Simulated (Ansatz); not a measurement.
Runs of Ansatz 0.2.0 on C. It takes space group Fd-3m (No. 227, cubic). The conventional cell has a = 3.567 Å, b = 3.567 Å, c = 3.567 Å, α = 90.00°, β = 90.00°, γ = 90.00°. C (site symmetry -43m) has 4 C at 1.54 Å as nearest neighbours. This isn't the form of C at room conditions, which is graphite.

| task | level | potentials or basis | cell | k mesh | cutoff (eV) | smearing | atoms under strain | points for each segment of the path | mesh quality | gap on the mesh (eV) | pressure (GPa) | V0 of scaled cells (Å³/atom) | B0 (GPa) |
| --- | --- | --- | --- | --- | --- | --- | --- | --- | --- | --- | --- | --- | --- |
| equation of state | revPBE0 | Ansatz PAW | as given | 7 × 7 × 7 | 420 | fermi-dirac 0.05 eV | - | - | coarse | - | - | 5.61 | 464 |
| elastic constants | PBEsol | Ansatz PAW | as given | 11 × 11 × 11 | 420 | fixed | clamped | - | not flagged | 4.01 | -4.8 | - | - |
| equation of state | BLYP | Ansatz PAW | as given | 13 × 13 × 13 | 420 | fermi-dirac 0.05 eV | - | - | not flagged | - | - | 5.82 | 408 |
| band structure | PBE | PseudoDojo standard (PBE files) | as given | 13 × 13 × 13 | 1116 | fermi-dirac 0.05 eV | - | 14 | not flagged | 4.20 | 2.1 | - | - |
| relaxation of cell and atoms | m-r2SCAN | Ansatz PAW | relaxed | 13 × 13 × 13 | 500 | fermi-dirac 0.05 eV | - | - | not flagged | 4.38 | 0.0 | - | - |
| equation of state | PBEsol | PseudoDojo PBEsol | as given | 13 × 13 × 13 | 1116 | fermi-dirac 0.05 eV | - | - | not flagged | - | - | 5.63 | 449 |
| equation of state | PBE | JTH PAW | as given | 13 × 13 × 13 | 780 | fermi-dirac 0.05 eV | - | - | not flagged | - | - | 5.69 | 434 |
| band structure | revPBE0 | Ansatz PAW | as given | 7 × 7 × 7 | 420 | fermi-dirac 0.05 eV | - | 4 | coarse | (a) | -4.7 | - | - |
| Born charges and dielectric tensor | PBE | Ansatz PAW | as given | 13 × 13 × 13 | 420 | fixed | - | - | not flagged | 4.15 | - | - | - |
| single point | PBE | Ansatz PAW | as given | 4 × 4 × 4 | 420 | fermi-dirac 0.05 eV | - | - | coarse | 4.44 | 3.0 | - | - |
| equation of state | BPBE | Ansatz PAW | as given | 13 × 13 × 13 | 420 | fermi-dirac 0.05 eV | - | - | not flagged | - | - | 5.70 | 432 |
| band structure | PBE | Ansatz PAW | as given | 13 × 13 × 13 | 420 | fermi-dirac 0.05 eV | - | 14 | not flagged | 4.15 | (b) | - | - |

Alike in all rows: no spin polarisation.

**Question.** Fill in the values left out.

**Answer.** (a) 6.16; (b) 1.8.

Caveats: some runs use coarse meshes; the potentials were made for another functional, which shifts forces and pressure (some runs); odd divisions of the mesh miss points on the zone boundary, where band edges often lie, so the gap on the mesh can be too wide (some runs); the PAW data sets come from PBE, with cores solved anew for the run's functional, which leaves a small shift of forces and pressure (some runs); the cell is more than 3 GPa from zero pressure, which shifts response properties (some runs); the plane-wave basis is chosen anew once the cell has moved, so the energies of steps on either side of that aren't comparable (some runs); the k mesh misses the band edges, so the gap on the mesh is wider than the one along the path (some runs); the thresholds are loose for stress (some runs).
